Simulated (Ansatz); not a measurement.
**Ti: substituted relatives**

One table from this session's results is given with a row withheld; the runs are named, their logs left out.

Computed with Ansatz 0.2.0 (DFT PBEsol, scalar-relativistic, plane waves, PAW, unless a step's input says otherwise).

1 further run of the same task is left out (set aside as unsound or not needed).

### The system as given

The structure is cubic, space group Im-3m (No. 229). Conventional cell: a = 3.210 Å, b = 3.210 Å, c = 3.210 Å, α = 90.00°, β = 90.00°, γ = 90.00°. Ti (site symmetry m-3m) has 8 Ti at 2.78 Å as nearest neighbours.

As a file:

```
CELL_PARAMETERS angstrom
-1.60512 1.60512 1.60512
1.60512 -1.60512 1.60512
1.60512 1.60512 -1.60512
ATOMIC_POSITIONS crystal
Ti 0.00000 0.00000 0.00000
```

This cell was relaxed beforehand with the same method: volume 16.54 Å³/atom, gap on the mesh none (metal).

The first run:

input.yaml reads:

```yaml
crystal:
  lattice:
    - [-1.5071828596, 1.5071828596, 1.5071828596]
    - [1.5071828596, -1.5071828596, 1.5071828596]
    - [1.5071828596, 1.5071828596, -1.5071828596]
  atoms:
    - { symbol: Pb, position: [0.0, 0.0, 0.0] }
basis:
  ecutwfc: 420
kpoints:
  mp_grid: { grid: [8, 8, 8] }
hamiltonian:
  xc: pbesol
scf:
  occupations: { method: gaussian, width: 0.1 }
output:
  forces: true
  stress: true
  eigenvalues: true
```

Launch:

```console
ansatz run input.yaml --threads 1 --pin off --max-ram 2560MiB --backend cpu --events-out ev --progress --plain --runs-dir out
```

Steps of the session up to this table: Probe: one point at the start (Pb); A loose first relaxation (Pb); Relaxing cell and atoms (Pb); Probe: one point at the start (V); A loose first relaxation (V); Full relaxation (V).

One of the session's tables, all rows but one given; the rest of the session is left out.

It belongs to the step «The crystals compared». Lengths are those of the vectors of the cell that was run:

```
   swap  volume (Å³/atom)  a (Å)  b (Å)  c (Å)
   none             16.54  2.780  2.780  2.780
Ti → Mn             10.46  2.387  2.387  2.387
Ti → Si                 ?      ?      ?      ?
Ti → Pb             29.88  3.386  3.386  3.386
 Ti → V             12.95  2.562  2.562  2.562
```

Q: Estimate the row for Ti → Si from the others.

As computed: volume (Å³/atom): 14.24; a (Å): 2.645; b (Å): 2.645; c (Å): 2.645. In the column «volume (Å³/atom)» it lies between Ti → V (12.95) and none (16.54).

Lengths are those of the computed cell. Rows of earlier swaps come from the sessions before.

To keep in mind: Warnings in the runs' records: seeded moment not kept.
